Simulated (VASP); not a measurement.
InP: single point with PBE+D3(BJ)

**What was measured.**

A printed reference work, data compilation reports, for a bulk crystal of InP at 1.6 K: band gap 1.4236 eV (direct).

The system is InP.

```
CELL_PARAMETERS angstrom
0.00000 2.94677 2.94677
2.94677 0.00000 2.94677
2.94677 2.94677 0.00000
ATOMIC_POSITIONS crystal
In 0.00000 0.00000 0.00000
P 0.25000 0.25000 0.25000
```

* Program: VASP 6.6.1
* Task: single point
* Functional: PBE
* Dispersion: D3(BJ)
* Potentials or basis: VASP PAW PBE potentials, release 64 (In_d, P)
* Cutoff: 520 eV
* k mesh: 6 × 6 × 6
* Occupations: fermi-dirac, width 0.05 eV
* Spin: no spin polarisation

| Quantity | Value |
| --- | --- |
| Pressure | -0.1 GPa |
| Band gap on the k mesh | 0.62 eV, direct |
| Dispersion energy per atom | -0.308 eV |

Levels at points of the mesh, in eV from the valence-band top:
| k point | band 7 | band 8 | band 9 | band 10 | band 11 | band 12 |
| --- | --- | --- | --- | --- | --- | --- |
| (0.00, 0.00, 0.00) | 0.00 | 0.00 | 0.00 | 0.62 | 4.09 | 4.09 |
| (0.50, 0.00, 0.00) | -5.64 | -0.95 | -0.95 | 1.46 | 4.81 | 4.81 |
| (0.50, 0.50, 0.00) | -5.68 | -2.27 | -2.27 | 1.79 | 2.27 | 9.11 |

Wall time 28 s on 1 thread of Intel Xeon 8259CL, with other jobs on the host, peak memory 0.15 GiB.

Against the measured gap of InP, 1.4236 eV (direct; 1.6 K; a printed reference work, data compilation), the calculated 0.62 eV is off by -0.80 eV. Spin-orbit coupling on In is left out. The value is that of PBE+D3(BJ), without temperature or zero-point motion. Semilocal functionals fall short of measured gaps as a rule.

Caveat: spin-orbit coupling is left out, which moves the levels of the heavy elements.
